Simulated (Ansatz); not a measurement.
## FeCo (Pm-3m) at 2 levels of theory

One geometry, relaxed with PBE; plane waves with PAW potentials in Ansatz, scalar-relativistic. Collinear spin, ending at 4.5 μB a primitive cell. Gaps are the least over mesh and band path; pressure is positive in compression.

```
Fe Co
1.0
     2.84483    0.00000    0.00000
     0.00000    2.84483    0.00000
     0.00000    0.00000    2.84483
Fe Co
1 1
Cartesian
  0.0000 0.0000 0.0000
  1.4224 1.4224 1.4224
```

```csv
level,cutoff (eV),k mesh,gap (eV),pressure (GPa),largest moment (μB)
PBE,420,20×20×20,0,0.0,2.81
```

Q: What comes out on the same cell with r2SCAN?

A:
```tsv
level	cutoff (eV)	k mesh	gap (eV)	pressure (GPa)	largest moment (μB)
r2SCAN	500	20×20×20	0	-1.4	3.10
```

The state reached may not be the lowest one.

The cell was reached from a generator's guess, though it ends in a space group that the Crystallography Open Database lists for this formula.
